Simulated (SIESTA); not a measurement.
Rh under changes of volume

One of the cells (13.671 Å³/atom); the others are scaled copies at fixed shape and fractional positions:

```xyz
1
Lattice="0.0000 1.8979 1.8979 1.8979 0.0000 1.8979 1.8979 1.8979 0.0000" Properties=species:S:1:pos:R:3 pbc="T T T"
Rh    0.0000    0.0000    0.0000
```

```yaml
Program: SIESTA 5.4.2
Functional: LDA
Potentials_or_basis: PseudoDojo 0.4 standard (LDA files)
Basis: DZP (energy shift 0.003 Ry; two zetas on semicore shells)
Grid_cutoff: 800 Ry
Energy_shift: 0.003 Ry
k_mesh: 12 × 12 × 12
Occupations: fermi-dirac, width 0.05 eV
Spin: no spin polarisation
```

```csv
volume (Å³/atom),energy over the lowest point (meV/atom),pressure (GPa)
12.851,?,?
13.125,6.73,7.7
13.398,0.00,0.6
13.671,4.02,-5.2
13.945,17.83,-10.5
14.218,39.91,-15.2
14.492,69.64,-19.1
```

Question: What does the run at 12.851 Å³/atom give?

Answer: Energy over the lowest point 25.74 meV/atom; pressure 15.1 GPa.

Worked out: A Birch-Murnaghan fit of order 3 (a polynomial in V^(-2/3)) to the other rows has its minimum at 13.43 Å³/atom with B0 = V·E''(V) = 309 GPa and B' = 5.1. It gives 25.87 meV/atom at 12.851 Å³/atom, against the run's 25.74, and -dE/dV = 15.1 GPa, against 15.1.

Energies are extrapolated to zero smearing.

Caveats: the basis of atomic orbitals isn't converged, which shifts pressures, moduli and gaps.
